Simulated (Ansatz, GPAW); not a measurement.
# A Pd chain with two C atoms in line: relaxation, then transmission at several levels, part 3 of 3

Aim: the conductance of a Pd chain with two C atoms in line after relaxation, and whether geometry, basis or functional moves it most.

GPAW 26.7.0 and Ansatz 0.2.0; Ansatz plane waves; relaxation of the junction with the lead ends held; PAW set soft_1 (the session's first sound run).

So far, transmission at the Fermi level (one spin): step 3 (plane waves, PBE) 2.46; step 5 (single-zeta polarised basis, PBE, GPAW) 2.03; step 6 (minimal basis, PBE, GPAW) 1.87; step 7 (RPBE in the dzp basis: xc = "RPBE") 2.47; step 8 (the structure as built: geometry = "as built", PBE, GPAW) 2.83.

## (11) Temperature 30, mixing 0.15, mixing history 3

Temperature enters only through the Fermi window. Mixing changes the road to self-consistency, not its end. The mixing history changes the road to self-consistency, not its end. The SCF mesh sets the Fermi level of the repeated cell.

This step: GPAW LCAO, PAW setups; Landauer transmission from Green's functions with principal layers (ASE), zero bias (GPAW 26.7.0).

run.py

```python
import json
import numpy as np
from ase import Atoms
from ase.transport.calculators import TransportCalculator
from gpaw import GPAW, FermiDirac
from gpaw.lcao.tools import get_lcao_hamiltonian
from scipy.linalg import eigh

# The junction with lead layers at both ends, along the third cell vector
device = Atoms(
    ['Pd', 'Pd', 'Pd', 'Pd', 'Pd', 'Pd', 'Pd', 'Pd', 'C', 'C', 'Pd', 'Pd', 'Pd', 'Pd', 'Pd', 'Pd', 'Pd', 'Pd'],
    positions=[
        [4.50000, 4.50000, 1.25000],
        [4.50000, 4.50000, 3.75000],
        [4.50000, 4.50000, 6.25000],
        [4.50000, 4.50000, 8.75000],
        [4.50000, 4.50000, 11.25000],
        [4.50000, 4.50000, 13.75000],
        [4.48822, 4.24790, 16.33337],
        [4.49118, 5.10698, 18.79028],
        [4.47680, 4.61960, 20.61831],
        [4.44291, 4.40366, 21.88658],
        [4.31247, 3.92882, 23.71298],
        [4.56473, 4.76317, 26.16562],
        [4.50000, 4.50000, 28.74700],
        [4.50000, 4.50000, 31.24700],
        [4.50000, 4.50000, 33.74700],
        [4.50000, 4.50000, 36.24700],
        [4.50000, 4.50000, 38.74700],
        [4.50000, 4.50000, 41.24700]],
    cell=[[9.0, 0.0, 0.0], [0.0, 9.0, 0.0], [0.0, 0.0, 42.497]],
    pbc=True)

# One principal layer of the lead: the first 5 atoms of the device
lead = Atoms(
    ['Pd', 'Pd', 'Pd', 'Pd', 'Pd'],
    positions=[
        [4.50000, 4.50000, 1.25000],
        [4.50000, 4.50000, 3.75000],
        [4.50000, 4.50000, 6.25000],
        [4.50000, 4.50000, 8.75000],
        [4.50000, 4.50000, 11.25000]],
    cell=[[9.0, 0.0, 0.0], [0.0, 9.0, 0.0], [0.0, 0.0, 12.5]],
    pbc=True)

settings = dict(mode='lcao', basis='dzp', xc='PBE', h=0.2,
                occupations=FermiDirac(0.1), maxiter=250,
                mixer=dict(beta=0.15, nmaxold=3, weight=100.0),
                convergence=dict(density=0.0001))
energies = np.arange(-2, 2 + 1e-9, 0.025)
eta = 0.0001
n1, n2 = 1, 1
# k and -k transmit alike, so half of the mesh across the current serves
mesh = [(i, j) for i in range(n1) for j in range(n2) if (i, j) <= (-i % n1, -j % n2)]
weights = np.array([1 if (i, j) == (-i % n1, -j % n2) else 2 for i, j in mesh]) / (n1 * n2)

# [... helper functions left out ...]
fermi_lead = ground_state(lead, (1, 1, 9), 'lead.txt')
fermi_device = ground_state(device, (1, 1, 6), 'device.txt')
# [... loop over the mesh left out, but for ...]
        # Shift the lead onto the potential of the device's first layer
        shift = ((H[:, 0, 0] - H0[:, 0, 0]) / S0[0, 0]).real.mean()
# [...]
kT = 8.617333e-5 * 30
bias = [0.1, 0.2, 0.5, 1.0, 1.5, 2.0]
# [... integrals and printing left out ...]
```

Started as:

```
> OMP_NUM_THREADS=1 OPENBLAS_NUM_THREADS=1 python run.py
```

It took 32 min on 1 thread of Arm Neoverse V1, shared host; peak memory 1.6 GiB.

This step gave:

```yaml
conductance: 2.448 G₀
thermopower: 2.419 μV/K
largest_misfit_of_the_first_principal_layer: 0.04057 eV
shift_that_aligns_the_lead: 0.001119 eV
transmission_at_the_fermi_level_one_spin: 2.456
```

One spin. Table of transmission, zone mean by energy, zero at the Fermi level:

```
energy (eV)  transmission, zone mean
     -2.000                     1.01
     -1.900                     1.06
     -1.800                     1.14
     -1.700                     1.29
     -1.600                     1.47
     -1.500                     1.64
     -1.400                     1.74
     -1.375                     1.74
     -1.300                     1.70
     -1.200                     1.46
     -1.100                    0.737
     -1.000                    0.546
     -0.900                    0.559
     -0.800                     1.82
     -0.775                     1.87
     -0.700                     1.66
     -0.600                     1.29
     -0.500                     1.94
     -0.400                     1.66
     -0.300                     1.78
     -0.200                     2.34
     -0.100                     2.76
      0.000                     2.46
      0.100                     1.02
      0.200                    0.389
      0.300                    0.293
      0.400                    0.228
      0.500                    0.182
      0.600                    0.148
      0.700                    0.124
      0.800                    0.107
      0.900                   0.0944
      1.000                   0.0853
      1.100                   0.0787
      1.200                   0.0740
      1.300                   0.0707
      1.400                   0.0682
      1.500                   0.0669
      1.600                   0.0661
      1.700                   0.0660
      1.800                   0.0664
      1.900                   0.0672
      2.000                   0.0684
```

Not self-consistent under bias; the bias window is split evenly. Table of current through one cell, from the zero-bias transmission by bias:

```
bias (V)  current through one cell, from the zero-bias transmission (μA)
   0.100                                                            18.5
   0.200                                                            34.8
   0.500                                                            68.5
   1.000                                                             103
   1.500                                                             135
   2.000                                                             157
```

Table of transmission of the three most open eigenchannels by energy, zero at the Fermi level:

```
energy (eV)  channel 1  channel 2  channel 3
     -2.000      0.779      0.222    0.00619
     -1.800      0.860      0.254     0.0279
     -1.600      0.923      0.450     0.0958
     -1.400      0.931      0.635      0.173
     -1.200      0.858      0.439      0.159
     -1.000      0.521     0.0161    0.00862
     -0.800      0.831      0.728      0.261
     -0.600      0.686      0.433      0.168
     -0.400      0.994      0.491      0.177
     -0.200      0.866      0.854      0.622
      0.000      0.938      0.880      0.638
      0.200      0.389     2.5e-7    1.5e-11
      0.400      0.228     2.6e-7          0
      0.600      0.148     2.7e-7          0
      0.800      0.107     2.8e-7          0
      1.000     0.0853     2.8e-7          0
      1.200     0.0740     2.9e-7          0
      1.400     0.0682     3.0e-7          0
      1.600     0.0661     3.1e-7          0
      1.800     0.0664     3.2e-7          0
      2.000     0.0684     3.3e-7          0
```

With these changes, and at 30 K in place of 300 K, the conductance is 2.45 G₀ against 2.34 in the dzp run; T at the Fermi level, which temperature doesn't enter, is 2.46 against 2.46.

## (12) Outcome

| Item | Value |
| --- | --- |
| conductance | 2.34 G₀ |
| transmission at the Fermi level, mean of the spins | 2.46 |
| open channels of the lead there | 4 |

What this shows: In the dzp basis the junction conducts 2.34 G₀ at 300 K, with T = 2.46 a spin at the Fermi level; no smaller basis tried comes within 10 % of that conductance. Relaxation moved atoms by up to 0.61 Å and took the conductance from 2.79 to 2.34 G₀, as a ratio a smaller change than the step from dzp to the minimal basis. Plane waves (PBE) give T = 2.46 there. The scatterer reflects about 39 % of the incoming channels at the Fermi level. At the Fermi level the three most open eigenchannels pass 0.95, 0.88 and 0.63. Measured against the first run (pw-pbe), the nearest curve is that of dzp-RPBE (r.m.s. 0.20) and the farthest that of asbuilt (0.41). Over the compared runs wall time goes from 154 s (pw-pbe) to 505 s (dzp-RPBE), on a shared host; the plane-wave run used 4 threads and the orbital runs 1. The leads kept an estimated spacing and the cell its length, so the junction may be under some tension or compression. The run had no spin polarisation, so a magnetic state, which chains and small molecules with open shells often have, wasn't tested. An evenly spaced straight chain is an idealisation: free chains tend to dimerise, zigzag or, where a band edge lies near the Fermi level, turn magnetic. The currents use the zero-bias T(E) throughout, which holds only while the bias is small against the distance to the nearest feature. Within about eight thermal energies of the Fermi level ln T(E) bends sharply from one computed energy to the next, or the lead's channel count changes, so the thermal averages, above all the thermopower, rest on an interpolation that may be rough.

[Logs are printed without paths, hosts, clocks, repeated set-up lines and the standing remarks that a program may print on its own settings, such as how far it seeks lower states.]

[Hosts, paths, dates, database ids (printed as entryN), source tags and the programs' standing remarks are cut or masked in the printed files.]
